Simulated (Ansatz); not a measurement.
MnSb:

```
Sb Mn
1.0
     0.00000    2.79502    2.79502
     2.79502    0.00000    2.79502
     2.79502    2.79502    0.00000
Sb Mn
1 1
Direct
  0.50000 0.50000 0.50000
  0.00000 0.00000 0.00000
```

The cell comes from a database or a generator and needn't be the stable form of this composition.

Alike in all runs: program Ansatz 0.2.0; functional PBE; potentials or basis Ansatz PAW; cutoff 420 eV (not typed: the program's choice for these potentials); k mesh 8 × 8 × 8; occupations fermi-dirac, width 0.05 eV.

Starts and where they ended:

| start | free energy over the lowest (meV/atom) | net moment (μB) | site or absolute moments (μB) | gap |
| --- | --- | --- | --- | --- |
| collinear spin, random start of up to 3.15 μB | 0.0 | 3.85 | Sb -0.10; Mn +3.81 | none (metal or under the smearing width) |
| collinear spin, ferromagnetic start of up to 4 μB | 0.0 | 3.85 | Sb -0.10; Mn +3.81 | none (metal or under the smearing width) |
| no spin polarisation | 769.2 | - | - | none (metal or under the smearing width) |

Allowing spin polarisation gains 769 meV/atom. A still lower state may exist.

Caveats: a cell with one magnetic atom can't hold antiferromagnetic order, which such compounds often take (some runs).
